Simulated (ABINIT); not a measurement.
## NaCl (Fm-3m): G0W0 in ABINIT against the exchange cutoff

Wanted: the cheapest exchange cutoff that holds the gap of NaCl (Fm-3m).

Program: ABINIT 10.8.3. Level of theory: PBE and many-body steps on it, plane waves. Results are calculated unless marked as measured.

The database entry behind the starting cell differs from later determinations by our own check (an axis about 0.4 % short against later determinations), so it need not match the best structure at ambient conditions.

## Step 1: Set-up

Symmetry: Fm-3m, No. 225, cubic system. Conventional cell: a = 5.620 Å, b = 5.620 Å, c = 5.620 Å, α = 90.00°, β = 90.00°, γ = 90.00°. Na has 6 Cl at 2.81 Å nearest. Nearest to Cl lie 6 Na at 2.81 Å. Farther neighbours and most contacts between anions are not listed.

The cell and positions come from the Crystallography Open Database and are kept as given unless a step says otherwise.

## Step 2: Screening, 4×4×4 mesh, 26 bands, screening to 106.1 eV

This step: ABINIT 10.8.3; RPA screening on PBE, plane waves, norm-conserving pseudopotentials.

The RPA dielectric matrix is built and inverted for each q.

The input, run.abi:

```
acell 3*1.0 Angstrom
rprim 
  0.000000000000 2.810000000000 2.810000000000
  2.810000000000 0.000000000000 2.810000000000
  2.810000000000 2.810000000000 0.000000000000
ntypat 2
znucl 11 17
natom 2
typat 1 2
xred 
  0.000000000000 0.000000000000 0.000000000000
  0.500000000000 0.500000000000 0.500000000000
pp_dirpath "pseudos"
pseudos "Na.upf, Cl.upf"
ecut 38
ngkpt 4 4 4
nshiftk 1
shiftk 0 0 0
kptopt 1
chksymbreak 0
istwfk *1
occopt 1
irdwfk 1
optdriver 3
nband 26
ecuteps 3.9
inclvkb 2
awtr 1
symchi 1
indata_prefix "in"
outdata_prefix "out"
tmpdata_prefix "tmp"
```

The run is started by

```sh
$ OMP_NUM_THREADS=1 mpirun -n 4 abinit run.abi > log
```

The log of the run:

```text
.Version 10.8.3 of ABINIT. v10.8.2 released Aug 2026.

 Symmetries : space group Fm -3 m (#225); Bravais cF (face-center cubic)
[... echo of the input left out ...]
== DATASET  1 ==================================================================
-   mpi_nproc: 4, omp_nthreads: 1 (-1 if OMP is not activated)

--- !DatasetInfo
iteration_state: {dtset: 1, }
dimensions: {natom: 2, nkpt: 8, mband: 26, nsppol: 1, nspinor: 1, nspden: 1, mpw: 3383, }
cutoff_energies: {ecut:  38.0, pawecutdg:  -1.0, }
electrons: {nelect:   1.60000000E+01, charge:   0.00000000E+00, occopt:   1.00000000E+00, tsmear:   1.00000000E-02, }

 SCREENING: Calculation of the susceptibility and dielectric matrices

 Based on a program developped by R.W. Godby, V. Olevano, G. Onida, and L. Reining.
 Incorporated in ABINIT by V. Olevano, G.-M. Rignanese, and M. Torrent.
.Using double precision arithmetic ; gwpc =  8

[... cell and pseudopotentials left out ...]
--------------------------------------------------------------------------------

 ==== K-mesh for the wavefunctions ====
 Number of points in the irreducible wedge :     8
[... list of points left out ...]
 Together with 48 symmetry operations and time-reversal symmetry
 yields    64 points in the full Brillouin Zone.

 ==== Q-mesh for the screening function ====
 Number of points in the irreducible wedge :     8
[... list of points left out ...]
 Together with 48 symmetry operations and time-reversal symmetry
 yields    64 points in the full Brillouin Zone.

 setmesh: FFT mesh size selected  =    27x   27x   27
          total number of points  =        19683

 vcoul_init : cutoff-mode = AUXILIARY_FUNCTION
 q-points for optical limit:   1
     1)      0.000010    0.000020    0.000030

- screening: taking advantage of time-reversal symmetry
- Maximum band index for partially occupied states nbvw = 8
- Remaining bands to be divided among processors   nbcw = 18
- Number of bands treated by each node ~4

 Number of electrons calculated from density =   16.0000; Expected =   16.0000
 average of density, n =  0.053429
 r_s =    1.6471
 omega_plasma =   22.2968 [eV]

 calculating chi0 at frequencies [eV] :
  1    0.000000E+00    0.000000E+00
  2    0.000000E+00    2.229681E+01

--------------------------------------------------------------------------------
  q-point number  1        q = ( 0.000000, 0.000000, 0.000000) [r.l.u.]
--------------------------------------------------------------------------------
[... chi0 elements left out ...]
 For q-point:  0.000010 0.000020 0.000030
  dielectric constant =   2.3533
  dielectric constant without local fields =   2.7714

  Average fulfillment of the sum rule on Im[epsilon] for q-point    1 :     25.95  [%]
[... wings left out ...]
  q-point number  2        q = ( 0.250000, 0.000000, 0.000000) [r.l.u.]
--------------------------------------------------------------------------------
[... chi0 elements left out ...]
  Average fulfillment of the sum rule on Im[epsilon] for q-point    2 :     42.36  [%]

 [... 6 further q-points ...]
```

Wall time 16 s (4 MPI ranks of Arm Neoverse N1, shared host); peak memory 0.47 GiB.

This step gave:

```
ε∞ with local fields, on this mesh, along the program's q direction : 2.353
the same without local fields                                       : 2.771
plasma frequency                                                    : 22.30 eV
plane waves in the screening matrix                                 : 113
```

Local fields lower ε∞ by 15 %. On a Γ-centred mesh this coarse the value itself is usually too large, while a short band sum pulls it down.

## Step 3: 3.8 Ha

This step: G0W0 on PBE, plane waves, norm-conserving pseudopotentials.

Edit run.abi of step 2 so:

```diff
@@ -23,8 +23,15 @@
 irdwfk 1
-optdriver 3
+optdriver 4
 nband 26
+gwcalctyp 0
+ecutsigx 3.8
+symsigma 1
+nkptgw 1
+kptgw 
+  0.0000000000 0.0000000000 0.0000000000
+bdgw 
+  6 12
 ecuteps 3.9
-inclvkb 2
-awtr 1
-symchi 1
+irdscr 1
+ppmodel 1
 indata_prefix "in"
```

The log of the run:

```text
.Version 10.8.3 of ABINIT. v10.8.2 released Aug 2026.

 Symmetries : space group Fm -3 m (#225); Bravais cF (face-center cubic)
[... echo of the input left out ...]
== DATASET  1 ==================================================================
-   mpi_nproc: 4, omp_nthreads: 1 (-1 if OMP is not activated)

--- !DatasetInfo
iteration_state: {dtset: 1, }
dimensions: {natom: 2, nkpt: 8, mband: 26, nsppol: 1, nspinor: 1, nspden: 1, mpw: 3383, }
cutoff_energies: {ecut:  38.0, pawecutdg:  -1.0, }
electrons: {nelect:   1.60000000E+01, charge:   0.00000000E+00, occopt:   1.00000000E+00, tsmear:   1.00000000E-02, }

 SIGMA: Calculation of the GW corrections

 Based on a program developped by R.W. Godby, V. Olevano, G. Onida, and L. Reining.
 Incorporated in ABINIT by V. Olevano, G.-M. Rignanese, and M. Torrent.
.Using double precision arithmetic ; gwpc =  8

[... cell and pseudopotentials left out ...]
--------------------------------------------------------------------------------

 ==== K-mesh for the wavefunctions ====
 Number of points in the irreducible wedge :     8
[... list of points left out ...]
 Together with 48 symmetry operations and time-reversal symmetry
 yields    64 points in the full Brillouin Zone.

 ==== Q-mesh for screening function ====
 Number of points in the irreducible wedge :     8
[... list of points left out ...]
 Together with 48 symmetry operations and time-reversal symmetry
 yields    64 points in the full Brillouin Zone.

 vcoul_init : cutoff-mode = AUXILIARY_FUNCTION
 q-points for optical limit:   1
     1)      0.000010    0.000020    0.000030
 setmesh: FFT mesh size selected  =    27x   27x   27
          total number of points  =        19683

 Number of electrons calculated from density =   16.0000; Expected =   16.0000
 average of density, n =  0.053429
 r_s =    1.6471
 omega_plasma =   22.2968 [eV]

 === KS Band Gaps ===
  >>>> For spin  1
   Minimum direct gap =   5.1497 [eV], located at k-point      :   0.0000  0.0000  0.0000
   Fundamental gap    =   5.1497 [eV], Top of valence bands at :   0.0000  0.0000  0.0000
                                       Bottom of conduction at :   0.0000  0.0000  0.0000
 SIGMA fundamental parameters:
 PLASMON POLE MODEL  1
 number of plane-waves for SigmaX                  113
 number of plane-waves for SigmaC and W            113
 number of plane-waves for wavefunctions          3383
 number of bands                                    26
 number of independent spin polarizations            1
 number of spinorial components                      1
 number of k-points in IBZ                           8
 number of q-points in IBZ                           8
 number of symmetry operations                      48
 number of k-points in BZ                           64
 number of q-points in BZ                           64
 number of frequencies for dSigma/dE                 9
 frequency step for dSigma/dE [eV]                0.25
 number of omega for Sigma on real axis              0
 max omega for Sigma on real axis  [eV]           0.00
 zcut for avoiding poles [eV]                     0.10

 EPSILON^-1 parameters (SCR file):
 dimension of the eps^-1 matrix on file            113
 dimension of the eps^-1 matrix used               113
 number of plane-waves for wavefunctions          3383
 number of bands                                    26
 number of q-points in IBZ                           8
 number of frequencies                               2
 number of real frequencies                          1
 number of imag frequencies                          1

 matrix elements of self-energy operator (all in [eV])

 Perturbative Calculation

--- !SelfEnergy_ee
iteration_state: {dtset: 1, }
kpoint     : [   0.000,    0.000,    0.000, ]
spin       : 1
KS_gap     :    5.150
QP_gap     :    8.040
Delta_QP_KS:    2.890
data: !SigmaeeData |
     Band     E0 <VxcDFT>   SigX SigC(E0)      Z dSigC/dE  Sig(E)    E-E0       E
        6  -0.539 -14.493 -18.532   2.572   0.816  -0.226 -15.690  -1.197  -1.735
        7  -0.539 -14.493 -18.532   2.572   0.816  -0.226 -15.690  -1.197  -1.735
        8  -0.539 -14.493 -18.532   2.572   0.816  -0.226 -15.690  -1.197  -1.735
        9   4.611  -8.178  -3.653  -2.574   0.869  -0.151  -6.484   1.694   6.305
       10  10.523  -8.376  -3.466  -2.528   0.864  -0.158  -6.319   2.058  12.581
       11  10.523  -8.376  -3.466  -2.528   0.864  -0.158  -6.319   2.058  12.581
       12  10.523  -8.376  -3.466  -2.528   0.864  -0.158  -6.319   2.058  12.581

== END DATASET(S) ==============================================================
================================================================================

 -outvars: echo values of variables after computation  --------
           etotal      0.0000000000E+00
            nband          26
             nkpt           8
          spgroup         225
 [... the other variables as echoed above ...]

 Calculation completed.
```

Wall time 5.7 s (4 MPI ranks); peak memory 0.19 GiB.

Numbers from this step:

```yaml
g0w0_gap_on_the_points_computed: 8.04 eV
starting_gap_on_the_mesh: 5.150 eV
k_of_the_valence_top: 0, 0, 0
k_of_the_conduction_bottom: 0, 0, 0
z_at_the_valence_top: 0.816
z_at_the_conduction_bottom: 0.869
least_direct_g0w0_gap_on_the_computed_points: 8.04 eV
```

## Step 4: 7.6 Ha

Edit run.abi of step 3 so:

```diff
@@ -26,3 +26,3 @@
 gwcalctyp 0
-ecutsigx 3.8
+ecutsigx 7.6
 symsigma 1
```

The log of the run:

```text
.Version 10.8.3 of ABINIT. v10.8.2 released Aug 2026.

 Symmetries : space group Fm -3 m (#225); Bravais cF (face-center cubic)
[... echo of the input left out ...]
== DATASET  1 ==================================================================
-   mpi_nproc: 4, omp_nthreads: 1 (-1 if OMP is not activated)

--- !DatasetInfo
iteration_state: {dtset: 1, }
dimensions: {natom: 2, nkpt: 8, mband: 26, nsppol: 1, nspinor: 1, nspden: 1, mpw: 3383, }
cutoff_energies: {ecut:  38.0, pawecutdg:  -1.0, }
electrons: {nelect:   1.60000000E+01, charge:   0.00000000E+00, occopt:   1.00000000E+00, tsmear:   1.00000000E-02, }

 SIGMA: Calculation of the GW corrections

 Based on a program developped by R.W. Godby, V. Olevano, G. Onida, and L. Reining.
 Incorporated in ABINIT by V. Olevano, G.-M. Rignanese, and M. Torrent.
.Using double precision arithmetic ; gwpc =  8

[... cell and pseudopotentials left out ...]
--------------------------------------------------------------------------------

 ==== K-mesh for the wavefunctions ====
 Number of points in the irreducible wedge :     8
[... list of points left out ...]
 Together with 48 symmetry operations and time-reversal symmetry
 yields    64 points in the full Brillouin Zone.

 ==== Q-mesh for screening function ====
 Number of points in the irreducible wedge :     8
[... list of points left out ...]
 Together with 48 symmetry operations and time-reversal symmetry
 yields    64 points in the full Brillouin Zone.

 vcoul_init : cutoff-mode = AUXILIARY_FUNCTION
 q-points for optical limit:   1
     1)      0.000010    0.000020    0.000030
 setmesh: FFT mesh size selected  =    32x   32x   32
          total number of points  =        32768

 Number of electrons calculated from density =   16.0000; Expected =   16.0000
[...]
number of q-points in BZ                           64
 number of frequencies for dSigma/dE                 9
 frequency step for dSigma/dE [eV]                0.25
 number of omega for Sigma on real axis              0
 max omega for Sigma on real axis  [eV]           0.00
 zcut for avoiding poles [eV]                     0.10

 EPSILON^-1 parameters (SCR file):
 dimension of the eps^-1 matrix on file            113
 dimension of the eps^-1 matrix used               113
 number of plane-waves for wavefunctions          3383
 number of bands                                    26
 number of q-points in IBZ                           8
 number of frequencies                               2
 number of real frequencies                          1
 number of imag frequencies                          1

 matrix elements of self-energy operator (all in [eV])

 Perturbative Calculation

--- !SelfEnergy_ee
iteration_state: {dtset: 1, }
kpoint     : [   0.000,    0.000,    0.000, ]
spin       : 1
KS_gap     :    5.150
QP_gap     :    8.053
Delta_QP_KS:    2.903
data: !SigmaeeData |
     Band     E0 <VxcDFT>   SigX SigC(E0)      Z dSigC/dE  Sig(E)    E-E0       E
        6  -0.539 -14.493 -18.881   2.572   0.816  -0.226 -15.974  -1.481  -2.020
        7  -0.539 -14.493 -18.881   2.572   0.816  -0.226 -15.974  -1.481  -2.020
        8  -0.539 -14.493 -18.881   2.572   0.816  -0.226 -15.974  -1.481  -2.020
        9   4.611  -8.178  -3.966  -2.574   0.869  -0.151  -6.756   1.422   6.033
       10  10.523  -8.376  -3.580  -2.528   0.864  -0.158  -6.417   1.959  12.483
       11  10.523  -8.376  -3.580  -2.528   0.864  -0.158  -6.417   1.959  12.483
       12  10.523  -8.376  -3.580  -2.528   0.864  -0.158  -6.417   1.959  12.483

== END DATASET(S) ==============================================================
================================================================================

 -outvars: echo values of variables after computation  --------
           etotal      0.0000000000E+00
            nband          26
             nkpt           8
          spgroup         225
 [... the other variables as echoed above ...]

 Calculation completed.
```

Wall time 5.5 s (4 MPI ranks); peak memory 0.22 GiB; 15 s of CPU time.

Numbers from this step:

```yaml
g0w0_gap_on_the_points_computed: 8.053 eV
starting_gap_on_the_mesh: 5.150 eV
k_of_the_valence_top: 0, 0, 0
k_of_the_conduction_bottom: 0, 0, 0
z_at_the_valence_top: 0.816
z_at_the_conduction_bottom: 0.869
least_direct_g0w0_gap_on_the_computed_points: 8.053 eV
```

(Continued in part 2 of 2.)

[Paths, hosts, dates, memory and timing lines, banners, echoed tables and standing remarks are left out of the program output.]

[Logs are printed without paths, hosts, clocks, repeated set-up lines and the standing remarks that a program may print on its own settings, such as how far it seeks lower states.]

[Runs of the session that timed out or met a known fault of the program may be left out.]

[Hosts, paths, dates, database ids (printed as entryN), source tags and the programs' standing remarks are cut or masked in the printed files.]

[G0W0 gaps are taken among the corrected bands and points alone; a level outside them can change the order at an edge.]

[Where Ansatz stands beside ABINIT at settings called matched, ABINIT's density can come from a denser mesh and the files from another edition; pairs whose starting gaps differed by over 0.03 eV were left out, so agreement reads better than it is.]
